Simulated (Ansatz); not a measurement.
AlSb (zinc blende), conventional cell a = b = c = 6.157 Å, α = β = γ = 90.00°. The calculation uses the primitive cell of 2 atoms, to which meshes and values per cell refer.

Two coordinates are scanned: the volume, and the ratio of the stretch along z (the conventional c axis) to the stretch across it. Atoms keep their fractional coordinates.

All values below come from PBEsol (plane waves to 420 eV, PAW, scalar-relativistic; Ansatz, a first-principles code). k mesh 13×13×13 (Γ-centred), Fermi-Dirac smearing 0.05 eV. Compression counts positive. AlSb was relaxed with its symmetry unable to fall. Spin-orbit coupling is left out, though Sb is heavy. The PAW data are Ansatz's earlier set.

Changes of P (GPa) from the point V/V₀ = 1.000, (c/a)/(c/a)₀ = 1.000 when one coordinate moves alone (two changes are said to add if the coupling is within 5 % of the smaller one, nearly so within 20 %):

```csv
point,change
"V/V₀ = 1.000, (c/a)/(c/a)₀ = 0.880",-0.340
"V/V₀ = 1.000, (c/a)/(c/a)₀ = 0.940",-0.077
"V/V₀ = 0.960, (c/a)/(c/a)₀ = 1.000",2.402
"V/V₀ = 0.980, (c/a)/(c/a)₀ = 1.000",1.136
"V/V₀ = 1.020, (c/a)/(c/a)₀ = 1.000",-1.019
"V/V₀ = 1.040, (c/a)/(c/a)₀ = 1.000",-1.933
"V/V₀ = 1.000, (c/a)/(c/a)₀ = 1.060",-0.060
"V/V₀ = 1.000, (c/a)/(c/a)₀ = 1.120",-0.210
```

Problem. What is the change at V/V₀ = 1.020, (c/a)/(c/a)₀ = 1.120, where both move, and how far is it from the sum?

Solution. The sum of the single changes is -1.019 + (-0.210) = -1.229; the calculation gives -1.207, so the coupling contributes 0.022 (under 20 % of the smaller single change, nearly additive).

Problem. Do the two effects add at V/V₀ = 1.040, (c/a)/(c/a)₀ = 1.120? Give the computed change.

Solution. The sum of the single changes is -1.933 + (-0.210) = -2.143; the calculation gives -2.099, so the coupling contributes 0.044 (over 20 % of the smaller single change, not additive).

(Under strain, the slope of the energy per volume gives the stress and its curvature an elastic modulus.)
